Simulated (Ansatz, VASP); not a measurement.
**Two plane-wave programs on BN**

File POSCAR:

```
BN
1.0
    0.0000000000      1.8388843179      1.8388843179
    1.8388843179      0.0000000000      1.8388843179
    1.8388843179      1.8388843179      0.0000000000
B N
1 1
Direct
    0.0000000000      0.0000000000      0.0000000000
    0.2500000000      0.2500000000      0.2500000000
```

Contents of INCAR.step1:

```
SYSTEM = BN
PREC = Accurate
ENCUT = 520
EDIFF = 1E-5
ISMEAR = -1
SIGMA = 0.05
LREAL = .False.
LASPH = .True.
NELM = 80
ALGO = Normal
ISIF = 2
LWAVE = .True.
LCHARG = .False.
GGA = PE
NBANDS = 11
```

Contents of INCAR.step2:

```
SYSTEM = BN
PREC = Accurate
ENCUT = 520
EDIFF = 1E-7
ISMEAR = -1
SIGMA = 0.05
LREAL = .False.
LASPH = .True.
NELM = 80
ALGO = Normal
ISIF = 2
LWAVE = .False.
LCHARG = .False.
GGA = PE
LHFCALC = .True.
HFSCREEN = 0.2079
PRECFOCK = Normal
ISTART = 1
NBANDS = 11
```

Contents of KPOINTS:

```
Automatic mesh
0
Gamma
  4 4 4
  0 0 0
```

Input for Ansatz:

```yaml
crystal:
  lattice:
    - [0.0, 1.838884317934, 1.838884317934]
    - [1.838884317934, 0.0, 1.838884317934]
    - [1.838884317934, 1.838884317934, 0.0]
  atoms:
    - { symbol: B, position: [0.0, 0.0, 0.0] }
    - { symbol: "N", position: [0.25, 0.25, 0.25] }
kpoints:
  mp_grid: { grid: [4, 4, 4] }
hamiltonian:
  xc: hse06
  pseudopotentials: { kind: paw }
scf:
  occupations: { method: fermi_dirac, width: 0.05 }
  convergence: { dr2_threshold: "1e-10 eV" }
  exx: { energy_threshold: "2e-8 eV", singularity: regularized }
output:
  forces: true
  stress: true
  eigenvalues: true
```

Alike in both runs: task single point; functional HSE06; k mesh 4 × 4 × 4; occupations fermi-dirac, width 0.05 eV; no spin polarisation.

|  | VASP | Ansatz |
| --- | --- | --- |
| version | VASP 6.6.1 | Ansatz 0.2.0 development build |
| potentials or method | VASP PAW PBE potentials, release 64 (B, N) | plane waves, PAW datasets (generated soft set 1) |
| plane-wave cutoff (eV) | 520 | 420 |
| valence electrons in the cell | 8 | 8 |

|  | VASP | Ansatz | Ansatz less VASP |
| --- | --- | --- | --- |
| gap on the k mesh at the Fermi level (eV) | 5.73 | 5.73 | +0.008 |

With one functional, cell and mesh, what is left measures potentials, basis and numerics.

Caveats: the k mesh is coarse (spacing up to 0.74 Å⁻¹), so the values aren't converged, least of all with exact exchange. A k mesh can miss the band edges.
